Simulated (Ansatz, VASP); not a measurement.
One calculation of GaSb, two programs

INCAR

```
SYSTEM = GaSb
ALGO     = Normal         ! electronic algorithm
EDIFF    = 1E-6           ! SCF threshold, eV
ENCUT    = 520            ! plane-wave cutoff, eV
GGA      = CA             ! functional
ISIF     = 2              ! what is computed and relaxed
ISMEAR   = -1             ! smearing method
LASPH    = .TRUE.         ! aspherical terms in the spheres
LCHARG   = .FALSE.        ! write CHGCAR
LREAL    = .FALSE.        ! projectors in reciprocal space
LWAVE    = .FALSE.        ! write WAVECAR
NBANDS   = 16             ! bands
NELM     = 60             ! most SCF steps
PREC     = Accurate       ! precision mode
SIGMA    = 0.05           ! smearing width, eV
```

KPOINTS

```
k-points
0
G
  10 10 10
  0 0 0
```

The input POSCAR:

```
GaSb
1.0
   -2.7349540204      2.7349540204      1.5800307924
    2.7349540204     -2.7349540204      1.5800307924
    2.7349540204      2.7349540204     -1.5800307924
Sb Ga
1 1
Direct
    0.0000000000      0.0000000000      0.0000000000
    0.7500000000      0.2500000000      0.5000000000
```

Contents of input.yaml:

```yaml
crystal:
  lattice:
    - [-2.7349540204, 2.7349540204, 1.5800307924]
    - [2.7349540204, -2.7349540204, 1.5800307924]
    - [2.7349540204, 2.7349540204, -1.5800307924]
  atoms:
    - { symbol: Sb, position: [0.0, 0.0, 0.0] }
    - { symbol: Ga, position: [0.75, 0.25, 0.5] }
kpoints:
  mp_grid: { grid: [10, 10, 10] }
scf:
  occupations: { method: fermi_dirac, width: 0.05 }
hamiltonian:
  xc: lda
  pseudopotentials: { kind: all_electron, lapw: { basis_error: 0.001 } }
output:
  forces: true
  stress: true
  eigenvalues: true
```

Change from the starting cell: volume scaled by 0.98.

Alike in both runs: task single point; functional LDA; k mesh 10 × 10 × 10; occupations fermi-dirac, width 0.05 eV; no spin polarisation.

|  | VASP | Ansatz |
| --- | --- | --- |
| version | VASP 6.6.1 | Ansatz 0.2.0 |
| potentials or method | VASP PAW LDA potentials, release 64 (Sb, Ga_d) | all-electron LAPW, scalar-relativistic |
| plane-wave cutoff (eV) | 520 | see its input |

|  | VASP | Ansatz | Ansatz less VASP |
| --- | --- | --- | --- |
| gap on the k mesh at the Fermi level (eV) | none | none | - |
| pressure (GPa) | -3.3 | -3.3 | -0.03 |
| largest component of the traceless stress (GPa) | 0.35 | 0.35 | +0.002 |

A gap of «none» marks a metal or a gap that the smearing closes. Ansatz ran all-electron here, so the differences hold the error of VASP's frozen core and of both bases.

Spin-orbit coupling is left out, which matters for the levels of Sb.
